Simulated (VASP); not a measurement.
Here is a VASP 6.6.1 calculation.

File INCAR:

```
PREC = Accurate
ENCUT = 520
EDIFF = 1E-6
ISMEAR = 0
SIGMA = 0.03
LREAL = False
LASPH = True
NELM = 80
ALGO = Normal
ISIF = 2
LWAVE = False
LCHARG = False
GGA = CA
KPAR = 4
```

File KPOINTS:

```
Automatic mesh
0
Gamma
  6 6 6
```

The input POSCAR:

```
Cs2SnI6                                 
1.0
    0.0000000000      5.7799330678      5.7799330678
    5.7799330678      0.0000000000      5.7799330678
    5.7799330678      5.7799330678      0.0000000000
  Cs              Sn              I             
     2     1     6
Direct
     0.2500000000000000    0.2500000000000000    0.2500000000000000
     0.7500000000000000    0.7500000000000000    0.7500000000000000
     0.0000000000000000    0.0000000000000000    0.0000000000000000
     0.7517152152541011    0.2482847847458989    0.2482847847458989
     0.2482847847458989    0.7517152152541011    0.2482847847458989
     0.2482847847458989    0.7517152152541011    0.7517152152541011
     0.7517152152541011    0.2482847847458989    0.7517152152541011
     0.2482847847458989    0.2482847847458989    0.7517152152541011
     0.7517152152541011    0.7517152152541011    0.2482847847458989
```

The input KPOINTS_OPT:

```
explicit points
202
Reciprocal
 0.0000000000  0.0000000000  0.0000000000 1
 0.0555555556  0.0000000000  0.0555555556 1
 0.1111111111  0.0000000000  0.1111111111 1
 0.1666666667  0.0000000000  0.1666666667 1
 0.2222222222  0.0000000000  0.2222222222 1
 0.2777777778  0.0000000000  0.2777777778 1
[... 194 lines left out ...]
 0.4771001200  0.0228998800  0.5000000000 1
 0.5228998800 -0.0228998800  0.5000000000 1
```

Potentials or basis: VASP PAW LDA potentials, release 64 (Cs_sv, Sn_d, I).

Run with:

```console
$ cat potpaw_LDA.64/Cs_sv/POTCAR potpaw_LDA.64/Sn_d/POTCAR potpaw_LDA.64/I/POTCAR > POTCAR
$ mpirun -np 4 vasp_std > vasp.out
```

**Question.** Predict the largest force.

**Answer.** 0.046 eV/Å.

**Question.** Estimate the pressure.

**Answer.** -1.0 GPa.

Levels at the corners of the path, in eV from the Fermi level:
```
point  band 33  band 34  band 35  band 36  band 37  band 38  band 39  band 40  band 41  band 42
    Γ    -0.50    -0.50    -0.18    -0.02    -0.02    -0.02     3.77     3.77     3.77     3.80
    X    -1.13    -0.77    -0.77    -0.66    -0.06     1.30     4.31     4.31     4.46     5.57
    X    -1.13    -0.77    -0.77    -0.66    -0.06     1.30     4.31     4.31     4.46     5.57
    W    -1.06    -0.81    -0.65    -0.45    -0.45     1.29     4.29     4.48     4.48     5.82
    W    -1.06    -0.81    -0.65    -0.45    -0.45     1.29     4.29     4.48     4.48     5.82
    K    -0.95    -0.76    -0.76    -0.64    -0.21     1.26     4.03     4.50     4.68     5.56
    K    -0.95    -0.76    -0.76    -0.64    -0.21     1.26     4.03     4.50     4.68     5.56
    Γ    -0.50    -0.50    -0.18    -0.02    -0.02    -0.02     3.77     3.77     3.77     3.80
    Γ    -0.50    -0.50    -0.18    -0.02    -0.02    -0.02     3.77     3.77     3.77     3.80
    L    -0.49    -0.49    -0.45    -0.33    -0.33     0.90     3.20     4.94     4.95     4.96
    L    -0.49    -0.49    -0.45    -0.33    -0.33     0.90     3.20     4.94     4.95     4.97
    U    -0.95    -0.76    -0.76    -0.64    -0.21     1.26     4.03     4.50     4.68     5.56
    U    -0.95    -0.76    -0.76    -0.64    -0.21     1.26     4.03     4.50     4.68     5.56
    W    -1.06    -0.81    -0.65    -0.45    -0.45     1.29     4.29     4.48     4.48     5.82
    W    -1.06    -0.81    -0.65    -0.45    -0.45     1.29     4.29     4.48     4.48     5.82
    L    -0.49    -0.49    -0.45    -0.33    -0.33     0.90     3.20     4.94     4.95     4.95
    L    -0.49    -0.49    -0.45    -0.33    -0.33     0.90     3.20     4.94     4.95     4.96
    K    -0.95    -0.76    -0.76    -0.64    -0.21     1.26     4.03     4.50     4.68     5.56
    U    -0.95    -0.76    -0.76    -0.64    -0.21     1.26     4.03     4.50     4.68     5.56
    X    -1.13    -0.77    -0.77    -0.66    -0.06     1.30     4.31     4.31     4.46     5.57
```

Caveat: spin-orbit coupling is left out, which moves the levels of the heavy elements.

**What was measured.**

“Changes in charge density vs changes in formal oxidation states: The case of Sn halide perovskites and their ordered vacancy analogues”, 2017, arxiv:1705.01565 reports, for a powder of Cs2SnI6: band gap 1.3 eV (optical).

A measured gap of Cs2SnI6 is 1.3 eV (optical; powder; “Changes in charge density vs changes in formal oxidation states: The case of Sn halide perovskites and their ordered vacancy analogues”, 2017, arxiv:1705.01565); the calculated 0.00 eV misses it by -1.30 eV. So large a miss can be the level of theory's own, or it may mean another phase, state or a wrong row. Spin-orbit coupling on Cs, I, Sn is left out. The value is that of LDA, without temperature or zero-point motion. Semilocal functionals fall short of measured gaps as a rule.
